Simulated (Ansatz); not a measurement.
# Sensitivity of the gradients in TiO2 to the input

Cell: a Materials Project structure (computed, not necessarily an observed phase).

```cif
data_TiO2
_symmetry_space_group_name_H-M 'I4/m'
_symmetry_Int_Tables_number 87
_cell_length_a 10.1949
_cell_length_b 10.1949
_cell_length_c 2.9674
_cell_angle_alpha 90.000
_cell_angle_beta 90.000
_cell_angle_gamma 90.000
loop_
_atom_site_label
_atom_site_type_symbol
_atom_site_symmetry_multiplicity
_atom_site_Wyckoff_symbol
_atom_site_fract_x
_atom_site_fract_y
_atom_site_fract_z
Ti Ti 8 h 0.1726 0.3555 0.0000
O5 O 8 h 0.9590 0.6637 0.5000
O9 O 8 h 0.7910 0.8434 0.0000
```

One atom of each set is listed; the run and its k-mesh use a cell of 12 atoms with edges of 7.36, 7.36, 7.36 Å.

Reference run. The numbers come from a DFT calculation in Ansatz (PBE, plane waves and PAW (field gradients read without the response of the frozen cores, which leaves them typically 4 to 6 % off), scalar-relativistic, 420 eV cutoff, Γ-centred 8×8×8 k-points, Fermi–Dirac smearing 0.02 eV).

Task: The input is changed as follows: `scf.occupations`: {method: fermi_dirac, width: 0.02} → {method: methfessel_paxton, width: 5.0}; `scf.max_iter`: not typed → 80. What happens to V_zz (10²¹ V/m²) and η?

Result: 

```csv
site,V_zz reference,η reference,V_zz changed,η changed
Ti,2.34,0.98,2.62,0.88
O5,-1.94,0.04,0.61,0.61
O9,0.78,0.13,1.10,0.75
```

The largest change of V_zz along a kept axis is on O5, from -1.94 to 0.61. In per cent, |V_zz| changes by +12 on Ti (all sites that start above 0.5, bar those whose gradient vanishes or changes sign or whose main axis turns by over 40°). Where |V_zz| stays above 0.1 and the axes keep their order, η moves most on O5, from 0.04 to 0.61. V_zz changes sign on O5 (same axis). On O9 the largest principal value lies along another axis in the second run, so the two V_zz can't be compared directly. At these positions the changed run has forces up to 0.9 eV/Å, so its atoms aren't at their own equilibrium. Its pressure is 9 GPa, against 3 GPa in the reference run. SCF iterations: 9 and 7. The changed input holds a smearing of electronvolts, so its numbers aren't properties of the crystal.
